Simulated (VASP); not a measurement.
SnS:

```xyz
8
Lattice="11.1022 0.0000 0.0000 0.0000 3.9856 0.0000 0.0000 0.0000 4.2299" Properties=species:S:1:pos:R:3 pbc="T T T"
Sn    1.3158    0.9964    0.4652
Sn    4.2353    2.9892    2.5802
Sn    6.8669    0.9964    1.6497
Sn    9.7864    2.9892    3.7646
S     9.4730    0.9964    2.0065
S     7.1803    2.9892    4.1215
S     3.9219    0.9964    0.1084
S     1.6292    2.9892    2.2233
```

Base run:

* Program: VASP 6.6.1
* Functional: HSE06
* Potentials or basis: VASP PAW PBE potentials, release 64 (Sn_d, S)
* Cutoff: 520 eV
* k mesh: 2 × 4 × 4
* Occupations: gaussian, width 0.03 eV
* Spin: no spin polarisation

Its results: band gap on the k mesh 1.13 eV, indirect (least direct gap 1.72 eV); pressure 1.5 GPa; largest force 0.206 eV/Å.

**Question.** The run is repeated on the same cell with these changes: functional from HSE06 to PBE0. What comes out?

**Answer.** Band gap on the k mesh 1.74 eV, indirect (least direct gap 2.32 eV); pressure 1.3 GPa; largest force 0.229 eV/Å.

Caveats: the PAW data sets were made with another functional, which shifts forces and pressure a little; spin-orbit coupling is left out, which moves the levels of the heavy elements.
